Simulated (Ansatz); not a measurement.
One change: `SCc1ccccc1` becomes `OCc1ccccc1`.

Ansatz, PBE0-D4/def2-TZVP geometries, multiplicity 1. Each molecule was computed in one conformer, which needn't be the lowest.

```tsv
property	`SCc1ccccc1`
size of the dipole moment (ωB97M-V/def2-TZVPP) / D	1.36
HOMO–LUMO gap (PBE/def2-TZVPP) / eV	4.13
HOMO energy (PBE/def2-TZVPP) / eV	-5.53
HOMO–LUMO gap (ωB97M-V/def2-TZVPP) / eV	10.35
zero-point energy (PBE0-D4/def2-TZVP) / kJ/mol	337.1
size of the dipole moment (B3LYP/def2-TZVPP) / D	1.37
```

(1) What does the change do to each property? (An estimate is asked.)

## Answers

(1) Computed: 
| property | `OCc1ccccc1` | shift |
| --- | --- | --- |
| size of the dipole moment (ωB97M-V/def2-TZVPP) / D | 1.45 | 0.09 |
| HOMO–LUMO gap (PBE/def2-TZVPP) / eV | 4.77 | 0.64 |
| HOMO energy (PBE/def2-TZVPP) / eV | -6.03 | -0.50 |
| HOMO–LUMO gap (ωB97M-V/def2-TZVPP) / eV | 10.85 | 0.50 |
| zero-point energy (PBE0-D4/def2-TZVP) / kJ/mol | 351.3 | 14.2 |
| size of the dipole moment (B3LYP/def2-TZVPP) / D | 1.44 | 0.07 |

With PBE0 the HOMO falls by 0.42 eV and the LUMO rises by 0.15 eV, so the gap widens by about 0.57 eV. PBE moves the HOMO by -0.50 eV and ωB97M-V by -0.36 eV. Dipoles are sizes alone; their direction can turn.

B3LYP here is the variant with VWN-RPA as its local correlation; programs differ in this.

Positive LUMOs are unbound, so they and the gaps depend on the basis.
